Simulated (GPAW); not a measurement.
# Te2Mo (P6_3/mmc) in GPAW: convergence with response cutoff (eV)

Aim: find how far response cutoff (eV) must go before the results for Te2Mo settle, at PBE. This setting moves, with any that are tied to it; all else stays.

Program: GPAW 26.7.0. These are calculated values, not measurements. Logs are shortened: lines on timing, memory, paths and dates and some standing lists are left out, and cuts for length are marked. The log counts tension as positive stress, the text compression.

### Step 1. Starting point

The structure is hexagonal, space group P6_3/mmc (No. 194). The conventional cell has a = 3.518 Å, b = 3.518 Å, c = 13.974 Å, α = 90.00°, β = 90.00°, γ = 120.00°. Te (site symmetry 3m) is surrounded by 3 Mo at 2.72 Å. Mo (site symmetry -6m2) has 6 Te at 2.72 Å as nearest neighbours.

### Step 2. With response cutoff (eV) 10

The input, run.py:

```python
import numpy as np
from ase import Atoms
from ase.dft.bandgap import bandgap
from ase.io import write
from gpaw import GPAW, PW
from gpaw.response.df import DielectricFunction

atoms = Atoms(['Te', 'Te', 'Te', 'Te', 'Mo', 'Mo'],
              cell=[[3.5182, 0.0, 0.0],
                    [-1.7591, 3.0468505756, 0.0],
                    [0.0, 0.0, 13.9736]],
              scaled_positions=[[0.6666666667, 0.3333333333, 0.379],
                                [0.3333333333, 0.6666666667, 0.879],
                                [0.6666666667, 0.3333333333, 0.121],
                                [0.3333333333, 0.6666666667, 0.621],
                                [0.6666666667, 0.3333333333, 0.75],
                                [0.3333333333, 0.6666666667, 0.25]],
              pbc=True)

calc = GPAW(mode=PW(450),
            xc='PBE',
            kpts={'size': (7, 7, 2), 'gamma': True},
            occupations={'name': 'fermi-dirac', 'width': 0.001},
            nbands=46,
            convergence={'density': 1e-06},
            maxiter=150,
            txt='gpaw.txt')
atoms.calc = calc
energy = atoms.get_potential_energy()
calc.write('gs.gpw')
write('result.traj', atoms)
print(f'Energy: {energy:.6f} eV')
print('Fermi level:', round(calc.get_fermi_level(), 4), 'eV')
print(f'Gap: {bandgap(calc)[0]:.4f} eV, direct: {bandgap(calc, direct=True)[0]:.4f} eV')

for size in [(8, 8, 2)]:
    name = 'x'.join(str(n) for n in size)
    dense = calc.fixed_density(kpts={'size': size, 'gamma': True},
                               nbands=104, convergence={'bands': 98},
                               update_fermi_level=True, txt=f'dense-{name}.txt')
    dense.write(f'{name}.gpw', mode='all')
    df = DielectricFunction(f'{name}.gpw', frequencies=np.array([0.0]), hilbert=False, eta=0.001,
                            ecut=10, nbands=98, intraband=False, txt=f'df-{name}.txt')
    for xc in ['RPA']:
        for direction in ['x', 'y', 'z', [0, 1, 1], [1, 0, 1], [1, 1, 0]]:
            e0, e = df.get_macroscopic_dielectric_constant(xc=xc, direction=direction)
            print(f'{name} {xc} {direction}: {e0:.4f} without, {e:.4f} with local fields')
```

Potentials or basis: GPAW PAW data sets (gpaw-data 1.2.1), pw.

Run with:

```
$ OMP_NUM_THREADS=1 python run.py
```

gpaw.txt:

```text
__  _  _
 | _ |_)|_||  |
 |__||  | ||/\| - 26.7.0

Input parameters:
  mode=PW(ecut=450.00000000000006),
  convergence={'density': 1e-06},
  kpts=MonkhorstPack(size=(7, 7, 2), gamma=True),
  maxiter=150,
  nbands=46,
  occupations=Occupations(name='fermi-dirac', width=0.001),
  xc=XC(name='PBE')

Diagonalizing LCAO Hamiltonian
Converting LCAO to pw mode

        Te

           Mo

        Te

           Te

        Mo

           Te

Atoms  # Å, Bohr magnetons
|   | symbol |         x |        y |         z |    initial magnetic moments |
|---|--------|-----------|----------|-----------|-----------------------------|
| 0 |     Te |  1.759100 | 1.015617 |  5.295994 | ( 0.0000,  0.0000,  0.0000) |
| 1 |     Te | -0.000000 | 2.031234 | 12.282794 | ( 0.0000,  0.0000,  0.0000) |
| 2 |     Te |  1.759100 | 1.015617 |  1.690806 | ( 0.0000,  0.0000,  0.0000) |
| 3 |     Te | -0.000000 | 2.031234 |  8.677606 | ( 0.0000,  0.0000,  0.0000) |
| 4 |     Mo |  1.759100 | 1.015617 | 10.480200 | ( 0.0000,  0.0000,  0.0000) |
| 5 |     Mo | -0.000000 | 2.031234 |  3.493400 | ( 0.0000,  0.0000,  0.0000) |

Unit cell  # Å
| periodic |         x |        y |         z |   lengths |     angles |
|----------|-----------|----------|-----------|-----------|------------|
|      yes |  3.518200 | 0.000000 |  0.000000 |  3.518200 |  90.000000 |
|      yes | -1.759100 | 3.046851 |  0.000000 |  3.518200 |  90.000000 |
|      yes |  0.000000 | 0.000000 | 13.973600 | 13.973600 | 120.000000 |

Number of symmetries: 12
Symmetry operations  # r_c * U_cc + t_c -> r_c
|    | kind |            matrix            |
|----|------|------------------------------|
|  0 |  σ   |  1, 1, 0,  0,-1, 0,  0, 0, 1 |
|  1 |  S6  |  1, 1, 0, -1, 0, 0,  0, 0,-1 |
|  2 |  E   |  1, 0, 0,  0, 1, 0,  0, 0, 1 |
|  3 |  C2  |  1, 0, 0, -1,-1, 0,  0, 0,-1 |
|  4 |  C2  |  0, 1, 0,  1, 0, 0,  0, 0,-1 |
|  5 |  C3  |  0, 1, 0, -1,-1, 0,  0, 0, 1 |
|  6 |  S6  |  0,-1, 0,  1, 1, 0,  0, 0,-1 |
|  7 |  σ   |  0,-1, 0, -1, 0, 0,  0, 0, 1 |
|  8 |  σ   | -1, 0, 0,  1, 1, 0,  0, 0, 1 |
|  9 |  i   | -1, 0, 0,  0,-1, 0,  0, 0,-1 |
| 10 |  C3  | -1,-1, 0,  1, 0, 0,  0, 0, 1 |
| 11 |  C2  | -1,-1, 0,  0, 1, 0,  0, 0,-1 |

BZ-sampling:
  Number of BZ points: 98
  Number of IBZ points: 16

  Monkhorst-Pack size: [7, 7, 2]
  Monkhorst-Pack shift: [0.0, 0.0, 0.25]

K-points  # in reciprocal-cell coordinates
|     |                                coordinates |     weight |
|-----|--------------------------------------------|------------|
|   0 | (  0.00000000,   0.00000000,   0.00000000) | 0.01020408 |
|   1 | (  0.00000000,   0.00000000,   0.50000000) | 0.01020408 |
|   2 | (  0.14285714,   0.00000000,   0.00000000) | 0.06122449 |
|   3 | (  0.14285714,   0.00000000,   0.50000000) | 0.06122449 |
|   4 | (  0.28571429,  -0.14285714,   0.00000000) | 0.06122449 |
|   5 | (  0.28571429,  -0.14285714,   0.50000000) | 0.06122449 |
|   6 | (  0.28571429,   0.00000000,   0.00000000) | 0.06122449 |
|   7 | (  0.28571429,   0.00000000,   0.50000000) | 0.06122449 |
|   8 | (  0.42857143,  -0.14285714,   0.00000000) | 0.12244898 |
|   9 | (  0.42857143,  -0.14285714,   0.50000000) | 0.12244898 |
| ... |                                            |            |
|  15 | (  0.42857143,   0.42857143,   0.50000000) | 0.06122449 |

Plane wave coefficients: 3282
Cutoff: 450.00000000000006 eV

Spin-components: 1 (collinear spins)
Bands:           46
Projectors:      32
Spin-degeneracy: 2
Datatype:        complex128

Density:
  Valence electrons: 52.0
  Components: 1
  Grid points: [18 18 70]
  Charge: 0.0  # |e|

Potential:
  Grid points: [18 18 70]

species:
  Te:
    name:    Tellurium
    Z:       52.0
    valence: 6
    core:    46
    charge:  0.0  # [|e|]
    compensation charges:
      type: gauss
      rc: 0.36  # [Å]
      lmax: 2
    cutoffs:
      filter: 2.09  # [Å]
      core: 3.17  # [Å]
    projectors
    | kind |    occ | energy [eV] | rcut [Å] |
    |------|--------|-------------|----------|
    |   5s |  2.000 |     -15.089 |    1.180 |
    |   5p |  4.000 |      -5.955 |    1.196 |
    |    s |        |      12.123 |    1.180 |
    |    p |        |      21.256 |    1.196 |
    |    d |        |       0.000 |    1.238 |

    Using partial waves for Te as LCAO basis

  Mo:
    name:    Molybdenum
    Z:       42.0
    valence: 14
    core:    28
    charge:  0.0  # [|e|]
    compensation charges:
      type: gauss
      rc: 0.38  # [Å]
      lmax: 2
    cutoffs:
      filter: 2.16  # [Å]
      core: 1.42  # [Å]
    projectors
    | kind |    occ | energy [eV] | rcut [Å] |
    |------|--------|-------------|----------|
    |   4s |  2.000 |     -64.307 |    1.238 |
    |   5s |  1.000 |      -4.084 |    1.238 |
    |   4p |  6.000 |     -38.491 |    1.296 |
    |   5p |  0.000 |      -1.044 |    1.296 |
    |   4d |  5.000 |      -3.754 |    1.296 |
    |    d |        |      23.458 |    1.296 |

    Using partial waves for Mo as LCAO basis

Reference energy: -959430.878998  # eV

eigensolver:
  PPCG
  Converge bands: occupied
  niter=2

density mixing:
  MSR1-Mixer
  Pratt-step length: 0.05
  Maximum mixing coefficient: 0.75
  Old densities: 10
  SVD Regularization: 0.005
  Good broyden scale: 1.0
  Trust region scale: 1.0
  Backstep threshold: 4.0
  History deletion threshold: 6.0
  Fourier metric: weight=20.0, sigma=0.015

occupation numbers:
  Fermi-Dirac:
    width: 0.0010  # eV

poisson solver:
  ecut: 3600.0000000000005  # eV

xc functional:
  name: PBE with 2 nearest neighbor stencil

convergence criteria:
- Maximum integral of absolute [dens]ity change: 1e-06 electrons / valence electron
- Maximum [total energy] change in last 3 cyles: 0.0005 eV / valence electron
- Maximum integral of absolute [eigenst]ate change: 4e-08 eV^2 / valence electron
maximum number of iterations: 150

SCF iterations
|iter     | |      energy | eigst |  dens |
|---------|-|-------------|-------|-------|
|iter:   1| |  -38.227523 | +0.41 |       |
|iter:   2| |  -38.027458 | -1.46 | -1.09 |
|iter:   3| |  -37.320705 | -1.46 | -1.12 |
|iter:   4| |  -37.020191 | -1.74 | -1.36 |
|iter:   5| |  -36.978857 | -2.47 | -1.77 |
|iter:   6| |  -37.056662 | -2.87 | -2.03 |
|iter:   7| |  -36.963344 | -3.14 | -1.85 |
|iter:   8| |  -36.963452 | -4.91 | -2.99 |
|iter:   9| |  -36.963462c| -5.86 | -3.39 |
|iter:  10| |  -36.963462c| -7.07 | -4.14 |
|iter:  11| |  -36.963462c| -7.85c| -4.96 |
|iter:  12| |  -36.963462c| -8.16c| -5.34 |
|iter:  13| |  -36.963462c| -8.65c| -5.87 |
|iter:  14| |  -36.963462c| -8.92c| -6.44c|

Converged in 14 steps
Energy contributions relative to reference atoms: (reference = -959430.878998)

Energy contributions:
  Kinetic:          19.015142
  Coulomb:         -25.624148
  Zero:             -0.164040
  External:          0.000000
  Xc:              -30.190416
  Entropy:          -0.000000
  Spinorbit:         0.000000
  ----------------------------
  Free energy:     -36.963462
  Extrapolated:    -36.963462

dipole moment: (-0.000099, -0.000172, -0.000789)  # |e|*Ang

Fermi level: 8.791
Eigenvalues  # (at kpt = [0.000, 0.000, 0.000])
| band index |      eig [eV] | occ [0-2] |
|------------|---------------|-----------|
|          0 |       -52.717 |     2.000 |
|        ... |               |           |
|         18 |         6.325 |     2.000 |
|         19 |         7.087 |     2.000 |
|         20 |         7.093 |     2.000 |
|         21 |         7.093 |     2.000 |
|         22 |         7.128 |     2.000 |
|         23 |         7.128 |     2.000 |
[... 8 lines left out ...]
|         32 |        11.513 |     0.000 |
|         33 |        11.513 |     0.000 |
|        ... |               |           |
|         45 |        19.182 |     0.000 |

Gap: 0.830 eV
Transition (v -> c):
  (s=0, k=0, n=25, [0.00, 0.00, 0.00]) -> (s=0, k=8, n=26, [0.43, -0.14, 0.00])
Direct/indirect transitions are different
Direct gap: 1.238 eV
Transition at: (s=0, k=12, n=25, [0.43, 0.29, 0.00])
# Writing to gs.gpw (mode='')
```

stdout:

```text
Energy: -36.963462 eV
Fermi level: 8.7911 eV
Gap: 0.8301 eV, direct: 1.2379 eV
8x8x2 RPA x: 19.4614 without, 19.4614 with local fields
8x8x2 RPA y: 19.4614 without, 19.4614 with local fields
8x8x2 RPA z: 13.3934 without, 10.6236 with local fields
8x8x2 RPA [0, 1, 1]: 16.4274 without, 15.0425 with local fields
8x8x2 RPA [1, 0, 1]: 16.4274 without, 15.0425 with local fields
8x8x2 RPA [1, 1, 0]: 19.4614 without, 19.4614 with local fields
```

Wall time 10 min (1 thread of Arm Neoverse V1, shared host); peak memory 0.56 GiB.

What came out:

| Property | Result |
| --- | --- |
| Free energy | -36.9635 eV |
| Band gap on the k mesh | 0.83 eV, indirect (least direct gap 1.24 eV) |
| Electronic dielectric tensor (diagonal) | 19.46, 19.46, 10.62 |

### Step 3. With response cutoff (eV) 20

Changes to run.py since step 2:

```diff
@@ -42,3 +42,3 @@
     df = DielectricFunction(f'{name}.gpw', frequencies=np.array([0.0]), hilbert=False, eta=0.001,
-                            ecut=10, nbands=98, intraband=False, txt=f'df-{name}.txt')
+                            ecut=20, nbands=98, intraband=False, txt=f'df-{name}.txt')
     for xc in ['RPA']:
```

Potentials or basis: GPAW PAW data sets (gpaw-data 1.2.1), pw.

Run with:

```
$ OMP_NUM_THREADS=1 python run.py
```

Run time: 10 min. Hardware: 1 thread of Arm Neoverse V1, shared host; peak memory 0.57 GiB.

Results:

```
Free energy                             : -36.9635 eV
Band gap on the k mesh                  : 0.83 eV, indirect (least direct gap 1.24 eV)
Electronic dielectric tensor (diagonal) : 18.82, 18.82, 10.23
```

### Step 4. With response cutoff (eV) 30

Changes to run.py since step 3:

```diff
@@ -42,3 +42,3 @@
     df = DielectricFunction(f'{name}.gpw', frequencies=np.array([0.0]), hilbert=False, eta=0.001,
-                            ecut=20, nbands=98, intraband=False, txt=f'df-{name}.txt')
+                            ecut=30, nbands=98, intraband=False, txt=f'df-{name}.txt')
     for xc in ['RPA']:
```

Run with:

```
$ OMP_NUM_THREADS=1 python run.py
```

Wall time 10 min (1 thread of Arm Neoverse V1, shared host); peak memory 0.57 GiB.

The run converged. Its results:

```yaml
Free_energy: -36.9635 eV
Band_gap_on_the_k_mesh: 0.83 eV, indirect (least direct gap 1.24 eV)
Electronic_dielectric_tensor_diagonal: 18.54, 18.54, 10.18
```

### Step 5. With response cutoff (eV) 50

Changes to run.py since step 4:

```diff
@@ -42,3 +42,3 @@
     df = DielectricFunction(f'{name}.gpw', frequencies=np.array([0.0]), hilbert=False, eta=0.001,
-                            ecut=30, nbands=98, intraband=False, txt=f'df-{name}.txt')
+                            ecut=50, nbands=98, intraband=False, txt=f'df-{name}.txt')
     for xc in ['RPA']:
```

Run with:

```
$ OMP_NUM_THREADS=1 python run.py
```

It took 10 min on 1 thread of Arm Neoverse V1, shared host; peak memory 0.57 GiB.

It converged, with:

- Free energy: -36.9635 eV
- Band gap on the k mesh: 0.83 eV, indirect (least direct gap 1.24 eV)
- Electronic dielectric tensor (diagonal): 18.46, 18.46, 10.15

### Step 6. With response cutoff (eV) 80

Changes to run.py since step 5:

```diff
@@ -42,3 +42,3 @@
     df = DielectricFunction(f'{name}.gpw', frequencies=np.array([0.0]), hilbert=False, eta=0.001,
-                            ecut=50, nbands=98, intraband=False, txt=f'df-{name}.txt')
+                            ecut=80, nbands=98, intraband=False, txt=f'df-{name}.txt')
     for xc in ['RPA']:
```

Potentials or basis: GPAW PAW data sets (gpaw-data 1.2.1), pw.

Run with:

```
$ OMP_NUM_THREADS=1 python run.py
```

Wall time 10 min (1 thread of Arm Neoverse V1, shared host); peak memory 0.59 GiB.

Results (log left out):

```
Free energy                             : -36.9635 eV
Band gap on the k mesh                  : 0.83 eV, indirect (least direct gap 1.24 eV)
Electronic dielectric tensor (diagonal) : 18.04, 18.04, 10.05
```

### Step 7. With response cutoff (eV) 120

Changes to run.py since step 6:

```diff
@@ -42,3 +42,3 @@
     df = DielectricFunction(f'{name}.gpw', frequencies=np.array([0.0]), hilbert=False, eta=0.001,
-                            ecut=80, nbands=98, intraband=False, txt=f'df-{name}.txt')
+                            ecut=120, nbands=98, intraband=False, txt=f'df-{name}.txt')
     for xc in ['RPA']:
```

Run with:

```
$ OMP_NUM_THREADS=1 python run.py
```

Run time: 10 min. Hardware: 1 thread of Arm Neoverse V1, shared host; peak memory 0.62 GiB.

The run converged. Its results:

- Free energy: -36.9635 eV
- Band gap on the k mesh: 0.83 eV, indirect (least direct gap 1.24 eV)
- Electronic dielectric tensor (diagonal): 17.82, 17.82, 10.03

### Step 8. With response cutoff (eV) 160

Changes to run.py since step 7:

```diff
@@ -42,3 +42,3 @@
     df = DielectricFunction(f'{name}.gpw', frequencies=np.array([0.0]), hilbert=False, eta=0.001,
-                            ecut=120, nbands=98, intraband=False, txt=f'df-{name}.txt')
+                            ecut=160, nbands=98, intraband=False, txt=f'df-{name}.txt')
     for xc in ['RPA']:
```

Run with:

```
$ OMP_NUM_THREADS=1 python run.py
```

It took 10 min on 1 thread of Arm Neoverse V1, shared host; peak memory 0.67 GiB.

It converged, with:

* Free energy: -36.9635 eV
* Band gap on the k mesh: 0.83 eV, indirect (least direct gap 1.24 eV)
* Electronic dielectric tensor (diagonal): 17.73, 17.73, 10.01

### Step 9. Result

| response cutoff (eV) | dielectric constant | SCF cycles | CPU time (s) | peak memory (GiB) |
| --- | --- | --- | --- | --- |
| 10 | 16.515 | 14 | 610 | 0.56 |
| 20 | 15.954 | 14 | 610 | 0.57 |
| 30 | 15.755 | 14 | 610 | 0.57 |
| 50 | 15.691 | 14 | 610 | 0.57 |
| 80 | 15.379 | 14 | 620 | 0.59 |
| 120 | 15.223 | 14 | 630 | 0.62 |
| 160 | 15.156 | 14 | 620 | 0.67 |

Not settled before the last step: the dielectric constant (to 0.05). The tightest run that finished is the yardstick and may itself not be fully converged.

Caveats: the long-wavelength limit can be off by several per cent where d states take part; spin-orbit coupling is left out, which moves the levels of the heavy elements.
